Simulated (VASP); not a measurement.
**VASP 6.6.1, PBEsol single-point calculation, TiO2 (distorted fluorite)**

INCAR

```
LCHARG = .FALSE.
LREAL = .FALSE.
ISIF = 2
EDIFF = 1E-7
IBRION = -1
ENCUT = 520
NSW = 0
NBANDS = 19
NELM = 120
GGA = PS
ISMEAR = -1
SIGMA = 0.02
PREC = Accurate
LASPH = .TRUE.
LWAVE = .FALSE.
```

KPOINTS

```
KPOINTS created by Atomic Simulation Environment
0
Gamma
8 8 8
0 0 0
```

POSCAR

```
Ti O
 1.0000000000000000
     0.0578000000000000    2.4550999999999998    2.4192000000000000
     2.3496999999999999    0.0102000000000000    2.4668000000000001
     2.3149999999999999    2.4680000000000000    0.0449000000000000
 Ti  O
   1   2
Cartesian
  2.3644997300000004  2.4563161999999998  4.7706942200000002
  1.1508235800000000  1.1729715000000001  1.2665240099999999
  3.5276418999999999  3.8028492400000000  3.6629803900000000
```

VASP ran with the recommended PBE PAW datasets (24 valence electrons in the cell).

Command

```
mpirun -np 1 vasp_std
```

From OUTCAR

```
k-points           NKPTS =    260   k-points in BZ     NKDIM =    260   number of bands    NBANDS=     19

   NELECT =      24.0000    total number of electrons

   dimension x,y,z NGX =    28 NGY =   28 NGZ =   28
   dimension x,y,z NGXF=    56 NGYF=   56 NGZF=   56

  energy-cutoff  :      520.00
  volume of cell :       27.38
      direct lattice vectors                 reciprocal lattice vectors
     0.057800000  2.455100000  2.419200000    -0.222327263  0.204707049  0.210926852
     2.349700000  0.010200000  2.466800000     0.214027693 -0.204440893  0.202361126
     2.315000000  2.468000000  0.044900000     0.220280624  0.202394255 -0.210660696

 k-points in reciprocal lattice and weights: KPOINTS created by Atomic Simulation Env
   0.00000000  0.00000000  0.00000000       0.002
   0.12500000  0.00000000 -0.00000000       0.004
   0.25000000  0.00000000 -0.00000000       0.004
   0.37500000  0.00000000 -0.00000000       0.004
   0.50000000  0.00000000 -0.00000000       0.002
   0.00000000  0.12500000  0.00000000       0.004
   0.12500000  0.12500000 -0.00000000       0.004
   0.25000000  0.12500000 -0.00000000       0.004
   ...

 E-fermi :   8.1219

 k-point     1 :       0.0000    0.0000    0.0000
  band No.  band energies     occupation
      1     -50.0630      2.00000
      2     -26.2898      2.00000
      3     -26.2653      2.00000
      4     -26.2556      2.00000
      5     -12.4013      2.00000
      6      -8.4289      2.00000
      7       1.0128      2.00000
      8       1.2933      2.00000
      9       1.5717      2.00000
     10       5.9142      2.00000
     11       6.1599      2.00000
     12       6.9927      2.00000
     13       8.4596      0.00000
     14       8.8358      0.00000
     15      12.4399      0.00000
     16      12.9014      0.00000
     17      13.0575      0.00000
     18      14.8363      0.00000
     19      20.8821      0.00000

 k-point     2 :       0.1250    0.0000   -0.0000
  band No.  band energies     occupation
      1     -50.0589      2.00000
      2     -26.3237      2.00000
      3     -26.2767      2.00000
      4     -26.2646      2.00000
      5     -12.2042      2.00000
      6      -8.6520      2.00000
      7       1.1400      2.00000
      8       1.5078      2.00000
      9       1.9050      2.00000
     10       5.5583      2.00000
     11       5.7892      2.00000
     12       6.5378      2.00000
     13       8.8291      0.00000
     14       9.0151      0.00000
     15      12.1739      0.00000
     16      12.5586      0.00000
     17      12.9953      0.00000
     18      15.3805      0.00000
     19      21.2752      0.00000

 k-point     3 :       0.2500    0.0000   -0.0000
  band No.  band energies     occupation
      1     -50.0489      2.00000
      2     -26.4226      2.00000
      3     -26.2943      2.00000
      4     -26.2771      2.00000
      5     -11.6986      2.00000
      6      -9.1538      2.00000
      7       1.5813      2.00000
      8       1.7388      2.00000
      9       2.8101      2.00000
     10       4.9272      2.00000
     11       5.1822      2.00000
     12       5.6780      2.00000
     13       9.1155      0.00000
     14       9.2676      0.00000
     15      11.3011      0.00000
     16      12.2809      0.00000
     17      12.7538      0.00000
     18      16.5932      0.00000
     19      21.3325      0.00000

 k-point     4 :       0.3750    0.0000   -0.0000
  band No.  band energies     occupation
      1     -50.0389      2.00000
      2     -26.5214      2.00000
      3     -26.3105      2.00000
      4     -26.2879      2.00000
      5     -11.1154      2.00000
      6      -9.6506      2.00000
      7       1.8569      2.00000
      8       2.1662      2.00000
      9       3.5896      2.00000
     10       4.3402      2.00000
     11       4.7170      2.00000
     12       5.1964      2.00000
     13       8.9198      0.00000
     14       9.2703      0.00000
     15      10.5937      0.00000
     16      12.2542      0.00000
     17      12.6511      0.00000
     18      17.2877      0.00000
     19      21.6072      0.00000

 k-point     5 :       0.5000    0.0000   -0.0000
  band No.  band energies     occupation
      1     -50.0348      2.00000
      2     -26.5616      2.00000
      3     -26.3172      2.00000
      4     -26.2923      2.00000
      5     -10.8106      2.00000
      6      -9.8972      2.00000
      7       1.8726      2.00000
      8       2.4817      2.00000
      9       3.8508      2.00000
     10       4.0986      2.00000
     11       4.4054      2.00000
     12       5.2133      2.00000
     13       8.7709      0.00000
     14       9.1521      0.00000
     15      10.4108      0.00000
     16      12.2944      0.00000
     17      12.6447      0.00000
     18      17.3282      0.00000
     19      21.9782      0.00000

 k-point     6 :       0.0000    0.1250    0.0000
  band No.  band energies     occupation
      1     -50.0594      2.00000
      2     -26.3014      2.00000
      3     -26.2929      2.00000
      4     -26.2696      2.00000
      5     -12.1997      2.00000
      6      -8.6604      2.00000
      7       1.2606      2.00000
      8       1.5569      2.00000
      9       1.8286      2.00000
     10       5.4974      2.00000
     11       5.8206      2.00000
     12       6.5031      2.00000
     13       8.7697      0.00000
     14       9.1196      0.00000
     15      12.2266      0.00000
     16      12.4162      0.00000
     17      12.8923      0.00000
     18      15.4055      0.00000
     19      20.8009      0.00000

 k-point     7 :       0.1250    0.1250   -0.0000
  band No.  band energies     occupation
      1     -50.0582      2.00000
      2     -26.3247      2.00000
      3     -26.2859      2.00000
      4     -26.2667      2.00000
      5     -12.1563      2.00000
      6      -8.6972      2.00000
      7       1.2178      2.00000
      8       1.4567      2.00000
      9       2.1191      2.00000
     10       4.7139      2.00000
     11       6.1144      2.00000
     12       6.9613      2.00000
     13       8.5826      0.00000
     14       9.1551      0.00000
     15      12.1140      0.00000
     16      12.5906      0.00000
     17      12.8465      0.00000
     18      15.4661      0.00000
     19      20.9331      0.00000

 k-point     8 :       0.2500    0.1250   -0.0000
  band No.  band energies     occupation
      1     -50.0503      2.00000
      2     -26.4010      2.00000
      3     -26.2973      2.00000
      4     -26.2797      2.00000
      5     -11.7672      2.00000
      6      -9.0710      2.00000
      7       1.4302      2.00000
      8       1.6802      2.00000
      9       2.9226      2.00000
     10       3.8127      2.00000
     11       5.7589      2.00000
     12       6.5822      2.00000
     13       8.8552      0.00000
     14       9.3486      0.00000
     15      11.7678      0.00000
     16      12.0298      0.00000
     17      12.7177      0.00000
     18      16.3582      0.00000
     19      21.2731      0.00000

 k-point     9 :       0.3750    0.1250   -0.0000
  band No.  band energies     occupation
      1     -50.0403      2.00000
      2     -26.4907      2.00000
      3     -26.3104      2.00000
      4     -26.3035      2.00000
      5     -11.2080      2.00000
      6      -9.5407      2.00000
      7       1.8460      2.00000
      8       1.8561      2.00000
      9       3.0992      2.00000
     10       4.0162      2.00000
     11       5.2649      2.00000
     12       5.8920      2.00000
     13       8.9439      0.00000
     14       9.4193      0.00000
     15      10.9538      0.00000
     16      11.9750      0.00000
     17      12.4972      0.00000
     18      17.2952      0.00000
     19      21.6371      0.00000

 k-point    10 :       0.5000    0.1250   -0.0000
  band No.  band energies     occupation
      1     -50.0341      2.00000
      2     -26.5442      2.00000
      3     -26.3307      2.00000
      4     -26.3087      2.00000
      5     -10.7649      2.00000
      6      -9.8882      2.00000
      7       1.8145      2.00000
      8       2.1956      2.00000
      9       3.0749      2.00000
     10       4.5481      2.00000
     11       5.0812      2.00000
     12       5.2499      2.00000
     13       8.9272      0.00000
     14       9.2753      0.00000
     15      10.5135      0.00000
     16      12.0748      0.00000
     17      12.3920      0.00000
     18      17.5742      0.00000
     19      22.0885      0.00000

 ...

  Total        3.5782683     -1.5999016     -0.6677704     -0.4293952      0.2433117      0.5872301
  in kB      209.3773877    -93.6160155    -39.0736576    -25.1254627     14.2370467     34.3609523
  external PRESSURE =      25.5625715 kB  Pullay stress =       0.0000000 kB

 POSITION                                       TOTAL-FORCE (eV/Angst)
 -----------------------------------------------------------------------------------
      2.36450      2.45632      4.77069         0.200933      0.023092      0.206395
      1.15082      1.17297      1.26652         0.063332      1.142020     -0.681931
      3.52764      3.80285      3.66298        -0.264265     -1.165112      0.475536
 -----------------------------------------------------------------------------------
    total drift:                                0.000113     -0.000002     -0.000079

  FREE ENERGIE OF THE ION-ELECTRON SYSTEM (eV)
  ---------------------------------------------------
  free  energy   TOTEN  =       -27.1411522117 eV

  energy  without entropy=      -27.1411522116  energy(sigma->0) =      -27.14115221
```

| Item | Value |
| --- | --- |
| gap between bands v and c on the k mesh | 0.67 eV |
| least direct gap on the k mesh | 1.36 eV |
| pressure | 2.6 GPa |
| largest force | 1.33 eV/Å |

Band v is the last that the valence electrons fill when counted band by band, and c is the next.

The run took about 2.9 min on one core of a shared host (Intel Xeon Platinum 8488C) and held 0.25 GiB at most.
